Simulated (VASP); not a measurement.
# Si (Fm-3m) in VASP: a series of runs

The runs below take Si through relaxation of the atoms, with PBE.

All numbers are computed with VASP 6.6.1; they aren't measurements. Logs are shortened: lines on timing, memory, paths and dates and some standing lists are left out, and cuts for length are marked.

### Step 1. The structure

Symmetry: Fm-3m, No. 225, cubic system. The conventional cell has a = 3.862 Å, b = 3.862 Å, c = 3.862 Å, α = 90.00°, β = 90.00°, γ = 90.00°. Around Si (site symmetry m-3m) lie 12 Si at 2.73 Å.

This isn't the form of Si at room conditions, which is diamond.

### Step 2. Relaxation of the atoms, PBE

The input, INCAR:

```
SYSTEM = Si
ALGO = Fast ; EDIFF = 1E-7
EDIFFG = -0.01 ; ENCUT = 600
GGA = PE ; IBRION = 2
ISIF = 2 ; ISMEAR = 1
LASPH = .TRUE. ; LCHARG = .FALSE.
LREAL = .FALSE. ; LWAVE = .FALSE.
NELM = 80 ; NSW = 40
PREC = Accurate ; SIGMA = 0.1
```

The input, KPOINTS:

```
k-points
0
G
  16 16 16
  0 0 0
```

The input, POSCAR:

```
Si                                      
1.0
    0.0000000000      1.9311516655      1.9311516655
    1.9311516655      0.0000000000      1.9311516655
    1.9311516655      1.9311516655      0.0000000000
  Si            
     1
Direct
     0.0000000000000000    0.0000000000000000    0.0000000000000000
```

Potentials or basis: VASP PAW PBE potentials, release 64 (Si).

Command:

```
$ cat potpaw_PBE.64/Si/POTCAR > POTCAR
$ mpirun -np 1 vasp_std > vasp.out
```

OUTCAR:

```text
SYSTEM = Si
   EDIFF = 1E-7
   EDIFFG = -0.01
   ENCUT = 600
   GGA = PE
   IBRION = 2
   ISIF = 2
   ISMEAR = 1
   LASPH = .TRUE.
   LREAL = .FALSE.
   NELM = 80
   NSW = 40
   PREC = Accurate

 ion  position               nearest neighbor table
   1  0.000  0.000  0.000-

  LATTYP: Found a face centered cubic cell.
 ALAT       =     3.8623033310

  Lattice vectors:

 A1 = (   0.0000000000,   1.9311516655,   1.9311516655)
 A2 = (   1.9311516655,   0.0000000000,   1.9311516655)
 A3 = (   1.9311516655,   1.9311516655,   0.0000000000)

Analysis of symmetry for initial positions (statically):
=====================================================================
 Subroutine PRICEL returns:
 Original cell was already a primitive cell.

 Routine SETGRP: Setting up the symmetry group for a
 face centered cubic supercell.

 Subroutine GETGRP returns: Found 48 space group operations
 (whereof 48 operations were pure point group operations)
 out of a pool of 48 trial point group operations.

The static configuration has the point symmetry O_h .

Analysis of symmetry for dynamics (positions and initial velocities):
=====================================================================
 Subroutine PRICEL returns:
 Original cell was already a primitive cell.

 Routine SETGRP: Setting up the symmetry group for a
 face centered cubic supercell.

 Subroutine GETGRP returns: Found 48 space group operations
 (whereof 48 operations were pure point group operations)
 out of a pool of 48 trial point group operations.

The dynamic configuration has the point symmetry O_h .

 Subroutine INISYM returns: Found 48 space group operations
 (whereof 48 operations are pure point group operations),
 and found     1 'primitive' translations

----------------------------------------------------------------------------------------

                                     Primitive cell

  volume of cell :      14.4039

  direct lattice vectors                    reciprocal lattice vectors
     0.000000000  1.931151666  1.931151666    -0.258912860  0.258912860  0.258912860
     1.931151666  0.000000000  1.931151666     0.258912860 -0.258912860  0.258912860
     1.931151666  1.931151666  0.000000000     0.258912860  0.258912860 -0.258912860

  length of vectors
     2.731060876  2.731060876  2.731060876     0.448450228  0.448450228  0.448450228

  position of ions in fractional coordinates (direct lattice)
     0.000000000  0.000000000  0.000000000

  ion indices of the primitive-cell ions
   primitive index   ion index
                 1           1

----------------------------------------------------------------------------------------

 KPOINTS: k-points

Automatic generation of k-mesh.
 Grid dimensions read from file:
 generate k-points for:   16   16   16

 Generating k-lattice:

  Cartesian coordinates                     Fractional coordinates (reciprocal lattice)
    -0.016182054  0.016182054  0.016182054     0.062500000  0.000000000  0.000000000
     0.016182054 -0.016182054  0.016182054     0.000000000  0.062500000  0.000000000
     0.016182054  0.016182054 -0.016182054     0.000000000  0.000000000  0.062500000

  Length of vectors
     0.028028139  0.028028139  0.028028139

  Shift w.r.t. Gamma in fractional coordinates (k-lattice)
     0.000000000  0.000000000  0.000000000

 Subroutine IBZKPT returns following result:
 ===========================================

 Found    145 irreducible k-points:

 Following reciprocal coordinates:
            Coordinates               Weight
  0.000000  0.000000  0.000000      1.000000
  0.062500  0.000000  0.000000      8.000000
  0.125000  0.000000  0.000000      8.000000
  0.187500  0.000000  0.000000      8.000000
  0.250000  0.000000  0.000000      8.000000
  0.312500  0.000000  0.000000      8.000000
[... 16 lines left out ...]
 -0.125000  0.062500  0.000000     24.000000
 -0.062500  0.062500  0.000000     12.000000
 [... further k-points ...]
   k-points           NKPTS =    145   k-points in BZ     NKDIM =    145   number of bands    NBANDS=      6
   number of dos      NEDOS =    301   number of ions     NIONS =      1
   total plane-waves  NPLWV =  13824
   dimension x,y,z NGX =    24 NGY =   24 NGZ =   24
   dimension x,y,z NGXF=    48 NGYF=   48 NGZF=   48
   ions per type =               1
   NGX,Y,Z   is equivalent  to a cutoff of  14.61, 14.61, 14.61 a.u.
   NGXF,Y,Z  is equivalent  to a cutoff of  29.22, 29.22, 29.22 a.u.
 SYSTEM =  Si
   PREC   = accura    normal or accurate (medium, high low for compatibility)
   ISTART =      0    job   : 0-new  1-cont  2-samecut
   ICHARG =      2    charge: 1-file 2-atom 10-const
   ISPIN  =      1    spin polarized calculation?
   LNONCOLLINEAR =      F non collinear calculations
   LSORBIT =      F    spin-orbit coupling
   LASPH  =      T    aspherical Exc in radial PAW
   ENCUT  =  600.0 eV  44.10 Ry    6.64 a.u.   5.45  5.45  5.45*2*pi/ulx,y,z
   NELM   =     80;   NELMIN=  2; NELMDL= -5     # of ELM steps
   EDIFF  = 0.1E-06   stopping-criterion for ELM
   LREAL  =      F    real-space projection
   EDIFFG = -.1E-01   stopping-criterion for IOM
   NSW    =     40    number of steps for IOM
   IBRION =      2    ionic relax: 0-MD 1-quasi-New 2-CG
   NFREE  =      1    steps in history (QN), initial steepest desc. (CG)
   ISIF   =      2    stress and relaxation
   ISYM   =      2    0-nonsym 1-usesym 2-fastsym
   POTIM  = 0.5000    time-step for ionic-motion
   TEBEG  =    0.0;   TEEND  =   0.0 temperature during run
   PSTRESS=    0.0 pullay stress
   NELECT =       4.0000    total number of electrons
   NUPDOWN=      -1.0000    fix difference up-down
   EMIN   =  10.00;   EMAX   =-10.00  energy-range for DOS
   EFERMI =   0.00;   METHOD = LEGACY
   ISMEAR =     1;   SIGMA  =   0.10  broadening in eV -4-tet -1-fermi 0-gaus
   EFERMI_NEDOS =   21; number of points for ismear=-14 and -15
   IALGO  =     68    algorithm
   IMIX   =      4    mixing-type and parameters
     AMIX     =   0.40;   BMIX     =  1.00
     AMIX_MAG =   1.60;   BMIX_MAG =  1.00
  volume/ion in A,a.u.               =      14.40        97.20
  Fermi-wavevector in a.u.,A,eV,Ry     =   1.068075  2.018369 15.521314  1.140784
  Thomas-Fermi vector in A             =   2.203712
   LORBIT       =      0    0 simple, 1 ext, 2 COOP (PROOUT), +10 PAW based schemes
   GGA     = PE    functional components
   LHFCALC =     F    Hartree Fock is set to
   AEXX    =    0.0000 exact exchange contribution
   IVDW    =     0    specifies the selected vdW correction
   LEPSILON=     F    determine dielectric tensor
   LRPA    =     F    only Hartree local field effects (RPA)
 conjugate gradient relaxation of ions
 non-spin polarized calculation
 RMM-DIIS sequential band-by-band and
 Methfessel and Paxton  Order N= 1 SIGMA  =   0.10
  energy-cutoff  :      600.00
  volume of cell :       14.40
 maximum number of plane-waves:       531
 NGX is ok and might be reduce to    24
   NGX = 11   NGY = 11   NGZ = 11

 number of electron       4.0000000 magnetization

 Free energy of the ion-electron system (eV)
  ---------------------------------------------------
  ext. energy  EPLUGINS =         0.00000000
  ---------------------------------------------------
  free energy    TOTEN  =        -4.88409336 eV

  energy without entropy =       -4.88407642  energy(sigma->0) =       -4.88408771

 E-fermi :  10.2629     XC(G=0): -11.2139

 val. band max:       10.2045839699   @ k =  -0.2500   0.4375   0.1875
 cond. band min:      10.2638475449   @ k =  -0.2500   0.1250   0.0000
 fundamental gap:      0.0592635751
 Fermi energy:        10.2629241591

 k-point     1 :       0.0000    0.0000    0.0000
  band No.  band energies     occupation
      1      -4.2661      2.00000
      2      21.4241      0.00000
      3      21.4241      0.00000
      4      21.4242      0.00000
      5      22.1764      0.00000
      6      22.1764      0.00000

 k-point     2 :       0.0625    0.0000    0.0000
  band No.  band energies     occupation
      1      -4.1519      2.00000
      2      19.4263      0.00000
      3      20.7953      0.00000
      4      20.7954      0.00000
      5      22.9462      0.00000
      6      22.9819      0.00000

 k-point     3 :       0.1250    0.0000    0.0000
  band No.  band energies     occupation
      1      -3.8099      2.00000
      2      16.7785      0.00000
      3      20.0639      0.00000
      4      20.0640      0.00000
      5      23.5226      0.00000
      6      23.9953      0.00000

 k-point     4 :       0.1875    0.0000    0.0000
  band No.  band energies     occupation
      1      -3.2412      2.00000
      2      14.1091      0.00000
      3      19.4930      0.00000
      4      19.4930      0.00000
      5      23.4791      0.00000
      6      24.4143      0.00000

 k-point     5 :       0.2500    0.0000    0.0000
  band No.  band energies     occupation
      1      -2.4479      2.00000
      2      11.5391     -0.00000
      3      19.0973      0.00000
      4      19.0973      0.00000
      5      23.3805      0.00000
      6      23.6977      0.00000
[... 136 lines left out ...]
 k-point    21 :      -0.2500    0.0625    0.0000
  band No.  band energies     occupation
      1      -2.0336      2.00000
      2      10.8032     -0.00000
      3      17.1386      0.00000
      4      20.0092      0.00000
      5      22.6012      0.00000
      6      23.9178      0.00000

 k-point    22 :      -0.1875    0.0625    0.0000
  band No.  band energies     occupation
      1      -2.9007      2.00000
      2      13.3205      0.00000
      3      17.4474      0.00000
      4      20.5008      0.00000
      5      23.3546      0.00000
      6      24.0131      0.00000

 k-point    23 :      -0.1250    0.0625    0.0000
  band No.  band energies     occupation
      1      -3.5442      2.00000
      2      15.9482      0.00000
      3      17.9480      0.00000
      4      21.0637      0.00000
      5      23.2351      0.00000
      6      23.9566      0.00000

 k-point    24 :      -0.0625    0.0625    0.0000
  band No.  band energies     occupation
      1      -3.9618      2.00000
      2      18.4859      0.00000
      3      18.7226      0.00000
      4      21.4992      0.00000
      5      22.4708      0.00000
      6      23.5919      0.00000

 [... further k-points ...]
[... 5 lines left out ...]
  --------------------------------------------------------------------------------------
  -------------------------------------------------------------------------------------
  Total        0.0005078      0.0005078      0.0005078      0.0000000      0.0000000      0.0000000
  in kB        0.0564881      0.0564881      0.0564881      0.0000000      0.0000000      0.0000000
  external PRESSURE =       0.0564881 kB  Pullay stress =       0.0000000 kB

 VOLUME and BASIS-vectors are now :
 -----------------------------------------------------------------------------
  energy-cutoff  :      600.00
  volume of cell :       14.40
      direct lattice vectors                 reciprocal lattice vectors
     0.000000000  1.931151666  1.931151666    -0.258912860  0.258912860  0.258912860
     1.931151666  0.000000000  1.931151666     0.258912860 -0.258912860  0.258912860
     1.931151666  1.931151666  0.000000000     0.258912860  0.258912860 -0.258912860

 POSITION                                       TOTAL-FORCE (eV/Angst)
 -----------------------------------------------------------------------------------
      0.00000      0.00000      0.00000         0.000000     -0.000000     -0.000000
 -----------------------------------------------------------------------------------
    total drift:                                0.000000     -0.000000      0.000000

  FREE ENERGIE OF THE ION-ELECTRON SYSTEM (eV)
  ---------------------------------------------------
  free  energy   TOTEN  =        -4.8840933599 eV

  energy  without entropy=       -4.8840764201  energy(sigma->0) =       -4.88408771

 reached required accuracy - stopping structural energy minimisation
```

It took 7.6 s on 1 thread of Intel Xeon 6975P-C (Granite Rapids), shared host; peak memory 0.13 GiB.

Results:

```
Free energy             : -4.8841 eV
Pressure after relaxing : 0.0 GPa
Band gap on the k mesh  : none (metal or under the smearing width)
```

Final structure:
```yaml
crystal:
  lattice:
    - [0.00000, 1.93115, 1.93115]
    - [1.93115, 0.00000, 1.93115]
    - [1.93115, 1.93115, 0.00000]
  atoms:
    - { symbol: Si, position: [0.00000, 0.00000, 0.00000] }
```

Caveat: the relaxation stopped at its first step, so nothing moved.

### Step 3. Relaxation of the atoms, PBE (a relaxed cell with its volume scaled by 1.02)

INCAR is that of step 2.

KPOINTS is that of step 2.

The input, POSCAR:

```
Si                                      
1.0
    0.0000000000      1.9439411221      1.9439411221
    1.9439411221      0.0000000000      1.9439411221
    1.9439411221      1.9439411221      0.0000000000
  Si            
     1
Direct
     0.0000000000000000    0.0000000000000000    0.0000000000000000
```

Potentials or basis: VASP PAW PBE potentials, release 64 (Si).

Command:

```
$ cat potpaw_PBE.64/Si/POTCAR > POTCAR
$ mpirun -np 1 vasp_std > vasp.out
```

OUTCAR:

```text
SYSTEM = Si
   EDIFF = 1E-7
   EDIFFG = -0.01
   ENCUT = 600
   GGA = PE
   IBRION = 2
   ISIF = 2
   ISMEAR = 1
   LASPH = .TRUE.
   LREAL = .FALSE.
   NELM = 80
   NSW = 40
   PREC = Accurate

 ion  position               nearest neighbor table
   1  0.000  0.000  0.000-

  LATTYP: Found a face centered cubic cell.
 ALAT       =     3.8878822442

  Lattice vectors:

 A1 = (   0.0000000000,   1.9439411221,   1.9439411221)
 A2 = (   1.9439411221,   0.0000000000,   1.9439411221)
 A3 = (   1.9439411221,   1.9439411221,   0.0000000000)

Analysis of symmetry for initial positions (statically):
=====================================================================
 Subroutine PRICEL returns:
 Original cell was already a primitive cell.

 Routine SETGRP: Setting up the symmetry group for a
 face centered cubic supercell.

 Subroutine GETGRP returns: Found 48 space group operations
 (whereof 48 operations were pure point group operations)
 out of a pool of 48 trial point group operations.

[... 157 lines left out ...]
  ext. energy  EPLUGINS =         0.00000000
  ---------------------------------------------------
  free energy    TOTEN  =        -4.88257261 eV

  energy without entropy =       -4.88211936  energy(sigma->0) =       -4.88242152

 E-fermi :  10.0037     XC(G=0): -11.1340

 val. band max:        9.9614170206   @ k =  -0.2500   0.4375   0.1875
 cond. band min:      10.0053167846   @ k =  -0.2500   0.1250   0.0000
 fundamental gap:      0.0438997640
 Fermi energy:        10.0037358308

 k-point     1 :       0.0000    0.0000    0.0000
  band No.  band energies     occupation
      1      -4.3441      2.00000
      2      20.9235      0.00000
      3      20.9235      0.00000
      4      20.9236      0.00000
      5      21.8389      0.00000
      6      21.8389      0.00000
[... 199 lines left out ...]
 k-point    24 :      -0.0625    0.0625    0.0000
  band No.  band energies     occupation
      1      -4.0440      2.00000
      2      18.1243      0.00000
      3      18.3185      0.00000
      4      20.9926      0.00000
      5      22.1292      0.00000
      6      23.1457      0.00000

 [... further k-points ...]
[... 5 lines left out ...]
  --------------------------------------------------------------------------------------
  -------------------------------------------------------------------------------------
  Total       -0.1529542     -0.1529542     -0.1529542      0.0000000      0.0000000     -0.0000000
  in kB      -16.6798758    -16.6798758    -16.6798758      0.0000000      0.0000000     -0.0000000
  external PRESSURE =     -16.6798758 kB  Pullay stress =       0.0000000 kB

 VOLUME and BASIS-vectors are now :
 -----------------------------------------------------------------------------
  energy-cutoff  :      600.00
  volume of cell :       14.69
      direct lattice vectors                 reciprocal lattice vectors
     0.000000000  1.943941122  1.943941122    -0.257209436  0.257209436  0.257209436
     1.943941122  0.000000000  1.943941122     0.257209436 -0.257209436  0.257209436
     1.943941122  1.943941122  0.000000000     0.257209436  0.257209436 -0.257209436

 POSITION                                       TOTAL-FORCE (eV/Angst)
 -----------------------------------------------------------------------------------
      0.00000      0.00000      0.00000         0.000000     -0.000000      0.000000
 -----------------------------------------------------------------------------------
    total drift:                                0.000000      0.000000     -0.000000

  FREE ENERGIE OF THE ION-ELECTRON SYSTEM (eV)
  ---------------------------------------------------
  free  energy   TOTEN  =        -4.8825726072 eV

  energy  without entropy=       -4.8821193578  energy(sigma->0) =       -4.88242152

 reached required accuracy - stopping structural energy minimisation
```

Wall time 6.1 s (1 thread of Intel Xeon 6975P-C (Granite Rapids), shared host); peak memory 0.14 GiB.

Results:

| Item | Value |
| --- | --- |
| Free energy | -4.8826 eV |
| Pressure after relaxing | -1.7 GPa |
| Band gap on the k mesh | none (metal or under the smearing width) |

Final structure:
```
Si
1.0
     0.00000    1.94394    1.94394
     1.94394    0.00000    1.94394
     1.94394    1.94394    0.00000
Si
1
Direct
  0.00000 0.00000 0.00000
```

Caveat: the relaxation stopped at its first step, so nothing moved.

### Step 4. Relaxation of the atoms, PBE (a relaxed cell with its volume scaled by 1.04)

INCAR is that of step 3.

KPOINTS is that of step 3.

The input, POSCAR:

```
Si                                      
1.0
    0.0000000000      1.9565644701      1.9565644701
    1.9565644701      0.0000000000      1.9565644701
    1.9565644701      1.9565644701      0.0000000000
  Si            
     1
Direct
     0.0000000000000000    0.0000000000000000    0.0000000000000000
```

Command:

```
$ cat potpaw_PBE.64/Si/POTCAR > POTCAR
$ mpirun -np 1 vasp_std > vasp.out
```

It took 6.3 s on 1 thread of Intel Xeon 6975P-C (Granite Rapids), shared host; peak memory 0.14 GiB.

It converged, with:

```
Free energy             : -4.8783 eV
Pressure after relaxing : -3.1 GPa
Band gap on the k mesh  : none (metal or under the smearing width)
```

Final structure:
```
Si
1.0
     0.00000    1.95656    1.95656
     1.95656    0.00000    1.95656
     1.95656    1.95656    0.00000
Si
1
Direct
  0.00000 0.00000 0.00000
```

Levels at points of the mesh, in eV from the Fermi level:
| k point | band 1 | band 2 | band 3 | band 4 | band 5 |
| --- | --- | --- | --- | --- | --- |
| (0.00, 0.00, 0.00) | -14.17 | 10.69 | 10.69 | 10.69 | 11.76 |
| (0.50, 0.00, 0.00) | -7.55 | -6.76 | 8.21 | 8.21 | 10.71 |
| (0.50, 0.50, 0.00) | -5.22 | -4.54 | 3.06 | 3.06 | 4.43 |

Caveat: the relaxation stopped at its first step, so nothing moved.

### Step 5. Overview

```tsv
cell	gap on the mesh (eV)	pressure (GPa)
atoms relaxed	none	0.0
atoms relaxed from: a relaxed cell with its volume scaled by 1.02	none	-1.7
atoms relaxed from: a relaxed cell with its volume scaled by 1.04	none	-3.1
```

Alike in all rows: task relaxation of the atoms; level PBE; potentials or basis VASP PAW PBE potentials, release 64 (Si); no spin polarisation; k mesh 16 × 16 × 16; cutoff (eV) 600; smearing methfessel-paxton 0.1 eV.

Caveats: the relaxation stopped at its first step, so nothing moved.

Absolute energies hang on the potentials; compare differences alone.
